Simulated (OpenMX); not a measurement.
The system is Sb.

```
Sb
1.0
    -1.91168    1.89860    1.91097
     1.86645   -1.92422    1.89137
     1.82583    1.83838   -1.93660
Sb
1
Direct
  0.00668 0.00212 0.01774
```

The cell isn't the ideal one: cell strained at random at fixed volume.

Base run:

* Program: OpenMX 3.8.5
* Functional: PBE
* Potentials or basis: OpenMX 2013 PBE set, Sb7.0-s3p2d1, grid cutoff 500 Ry
* k mesh: 11 × 11 × 11
* Occupations: fermi-dirac, width 0.05 eV
* Spin: no spin polarisation

Its results: band gap on the k mesh none (metal or under the smearing width); pressure 8.3 GPa.

Problem. After a change of settings the same cell gave: band gap on the k mesh none (metal or under the smearing width); pressure 5.1 GPa. Which change was it?
A. potentials or basis from OpenMX 2013 PBE set, Sb7.0-s3p2d1, grid cutoff 500 Ry to OpenMX 2013 PBE set, Sb7.0-s3p2d2, grid cutoff 160 Ry
B. potentials or basis from OpenMX 2013 PBE set, Sb7.0-s3p2d1, grid cutoff 500 Ry to OpenMX 2013 PBE set, Sb7.0-s3p2d2, grid cutoff 500 Ry; k mesh from 11 × 11 × 11 to 5 × 5 × 5
C. potentials or basis from OpenMX 2013 PBE set, Sb7.0-s3p2d1, grid cutoff 500 Ry to OpenMX 2013 PBE set, Sb7.0-s3p2d2f1, grid cutoff 500 Ry
D. potentials or basis from OpenMX 2013 PBE set, Sb7.0-s3p2d1, grid cutoff 500 Ry to OpenMX 2013 PBE set, Sb7.0-s3p2d2, grid cutoff 500 Ry; k mesh from 11 × 11 × 11 to 7 × 7 × 7

Solution. D.

Caveats: the basis of atomic orbitals isn't converged, which shifts pressures, moduli and gaps.
